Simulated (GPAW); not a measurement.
Crystal: AlN.

```
Al N
1.0
     0.00000    2.18399    2.18399
     2.18399    0.00000    2.18399
     2.18399    2.18399    0.00000
Al N
1 1
Direct
  0.00000 0.00000 0.00000
  0.75000 0.75000 0.75000
```

Measurements of this composition are mostly on another form, of space group No. 186.

Base run:

- Program: GPAW 26.7.0
- Functional: LDA
- Potentials or basis: the program's PAW data sets (release 1.2.1) made for this functional
- Cutoff: 800 eV
- Basis: pw
- k mesh: 10 × 10 × 10
- Occupations: fermi-dirac, width 0.05 eV
- Spin: no spin polarisation

Its results: band gap on the k mesh 3.24 eV, indirect (least direct gap 4.27 eV); pressure -2.9 GPa.

Task: The run is repeated on the same cell with these changes: functional from LDA to PBE; potentials or basis from the program's PAW data sets (release 1.2.1) made for this functional to SG15 ONCV 1.2; cutoff from 800 eV to 1100 eV; valence electrons from 8 to 16. What comes out?

Result: Band gap on the k mesh 3.34 eV, indirect (least direct gap 4.20 eV); pressure 4.2 GPa.

Not every run made on this cell is shown here.
